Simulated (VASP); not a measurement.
Input of a VASP 6.6.1 run:

File INCAR:

```
ALGO = Normal
EDIFF = 1E-6
EDIFFG = -0.01
ENCUT = 600
GGA = PS
IBRION = 2
ISIF = 3
ISMEAR = 1
KPAR = 2
LASPH = T
LCHARG = F
LREAL = F
LWAVE = F
NELM = 80
NSW = 90
PREC = Accurate
SIGMA = 0.1
```

Contents of KPOINTS:

```
k-points
0
Gamma
  16 16 16
```

File POSCAR:

```
Ag
1.0
    0.0000000000      2.0427500000      2.0427500000
    2.0427500000      0.0000000000      2.0427500000
    2.0427500000      2.0427500000      0.0000000000
Ag
1
Direct
    0.0000000000      0.0000000000      0.0000000000
```

Potentials or basis: VASP PAW PBE potentials, release 64 (Ag).

Launch:

```console
$ cat potpaw_PBE.64/Ag/POTCAR > POTCAR
$ mpirun -np 2 vasp_std > vasp.out
```

Predict the band gap on the k mesh.

none (metal or under the smearing width).

Predict the relaxed volume.

16.63 Å³/atom.

Predict the space group after relaxing (to 0.05 Å).

Fm-3m (No. 225).

The path:
| step | energy change (eV) | largest force (eV/Å) | pressure (GPa) | volume (Å³) |
| --- | --- | --- | --- | --- |
| 1 | 0.0000 | 0.0000 | -2.79 | 17.05 |
| 2 | -0.0017 | 0.0000 | 2.30 | 16.33 |
| 3 | -0.0038 | 0.0000 | -0.01 | 16.63 |

Caveat: the PAW data sets were made with another functional, which shifts forces and pressure a little.
